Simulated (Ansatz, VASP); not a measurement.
# One calculation of HfB2, two programs

```
CELL_PARAMETERS angstrom
3.11893 0.00000 0.00000
-1.55946 2.70107 0.00000
0.00000 0.00000 3.45664
ATOMIC_POSITIONS crystal
Hf 0.00000 0.00000 0.00000
B 0.66667 0.33333 0.50000
B 0.33333 0.66667 0.50000
```

Alike in both runs: task single point; functional r2SCAN; k mesh 10 × 10 × 8; occupations fermi-dirac, width 0.05 eV; no spin polarisation.

|  | VASP | Ansatz |
| --- | --- | --- |
| version | VASP 6.6.1 | Ansatz 0.2.0 |
| potentials or method | VASP PAW PBE potentials, release 64 (Hf_pv, B) | Ansatz PAW |
| plane-wave cutoff (eV) | 520 | 500 |
| valence electrons in the cell | 16 | 32 |

VASP gave:

- gap on the k mesh at the Fermi level (eV): none
- pressure (GPa): 4.2
- largest component of the traceless stress (GPa): 0.43

Question: Estimate Ansatz's values.

Answer: gap on the k mesh at the Fermi level (eV): none; pressure (GPa): 4.7; largest component of the traceless stress (GPa): 0.32.

A gap of «none» marks a metal or a gap that the smearing closes. The two sets of potentials don't hold the same shells in valence.

Caveats: the PAW data sets were made with another functional, which shifts forces and pressure a little (VASP); the PAW data sets come from PBE, with cores solved anew for the run's functional, which leaves a small shift of forces and pressure (Ansatz). The runs have no spin-orbit coupling, so splittings on Hf are missing.
